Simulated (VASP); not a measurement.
## Cd: single point with PBE

The system is Cd.

```
Cd
1.0
     0.00000    2.26165    2.26165
     2.26165    0.00000    2.26165
     2.26165    2.26165    0.00000
Cd
1
Direct
  0.00000 0.00000 0.00000
```

This isn't the form of Cd at room conditions, which is hcp.

The cell isn't the ideal one: volume scaled by 1.06.

```
Program             : VASP 6.6.1
Task                : single point
Functional          : PBE
Potentials or basis : VASP PAW PBE potentials, release 64 (Cd)
Cutoff              : 520 eV
k mesh              : 10 × 10 × 10
Occupations         : fermi-dirac, width 0.05 eV
Spin                : no spin polarisation
```

```yaml
Pressure: -0.2 GPa
Band_gap_on_the_k_mesh: none (metal or under the smearing width)
```

Levels at points of the mesh, in eV from the Fermi level:
```tsv
k point	band 2	band 3	band 4	band 5	band 6	band 7	band 8	band 9	band 10	band 11
(0.00, 0.00, 0.00)	-9.09	-9.09	-8.69	-8.69	-8.47	13.58	14.27	14.27	14.27	17.56
(0.50, 0.00, 0.00)	-9.08	-9.08	-8.36	-8.36	-2.19	-1.51	11.92	11.92	12.71	15.75
(0.50, 0.50, 0.00)	-9.57	-8.38	-8.28	-8.28	-0.76	1.07	6.49	6.49	10.52	10.56
```

Run time: 7.9 s on 1 thread of Intel(R) Xeon(R) 6975P-C (Granite Rapids), on a shared host, peak memory 0.13 GiB.
